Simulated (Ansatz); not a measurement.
**A decomposition energy, worked out: Al5P2**

Computed with Ansatz 0.2.0, DFT PBE, scalar-relativistic, plane waves, PAW. All cells share a 420 eV cutoff and Γ-centred k meshes spaced about 0.3 Å⁻¹ or finer (0.25 for metals, 2π included). No spin polarisation.

Energies over the elements count from the elements' standard structures at the same level, with no fitted energy shifts. The references include black phosphorus.

These are static total energies at zero pressure. In Al5P2 P-4m2 an odd number of electrons in the primitive cell allows no gap without spin; a larger cell or a magnetic state could open one. The reference form of P is held partly by dispersion forces, which this level lacks.

A trial structure of Al5P2 (reached from: a cell proposed by chemical analogy; relaxed: space group P-4m2 (No. 115), a = 3.810 Å, c = 9.968 Å) has a formation energy of -0.158 eV/atom. At its composition the lowest mixture among the elements and 1 reference phase computed alike (others may be missing) consists of these:

```
      phase             source  ΔE_f (eV/atom)
 Al (solid)            element           0.000
AlP (F-43m)  Materials Project          -0.633
```

Question: Write the balanced decomposition and find its energy per atom, per formula unit and per mole of formula units.

Answer: Balancing Al and P gives Al5P2 → 3 Al + 2 AlP. The left side holds 7 atoms, and the products take 3/7 (Al) and 4/7 (AlP) of them. The mixture therefore lies at 3/7 × (0.000) + 4/7 × (-0.633) = -0.362 eV/atom. The reaction energy is -0.362 − (-0.158) = -0.204 eV/atom. Times 7 atoms that is -1.428 eV per Al5P2, and times 96.485 it is -138 kJ per mole of Al5P2. Decomposition is downhill, so the trial structure is unstable against this mixture.

The negative formation energy shows only that this Al5P2 structure is bound relative to the elements. It still lies well above a mixture of aluminium and AlP, so the Al–P attraction is better used in the binary semiconductor. In AlP, the valence electrons of one Al and one P exactly fill the bonding states of a tetrahedral, polar covalent network. Al5P2 has far more aluminium than this octet count needs, and the surplus electrons probably occupy Al–Al bonding or antibonding states at some cost to the framework. Separation lets AlP keep its filled bonding shell while the excess Al regains the close-packed metallic bonding of the element.

Elemental phosphorus does not appear in the decomposition, so any error in its reference energy cancels from the reaction energy, though not from the formation energies. Further competing phases could only deepen the instability of this structure, not remove it. The result does not exclude a more favourable atomic arrangement at the same composition, nor does it show whether this one would persist as a metastable phase.
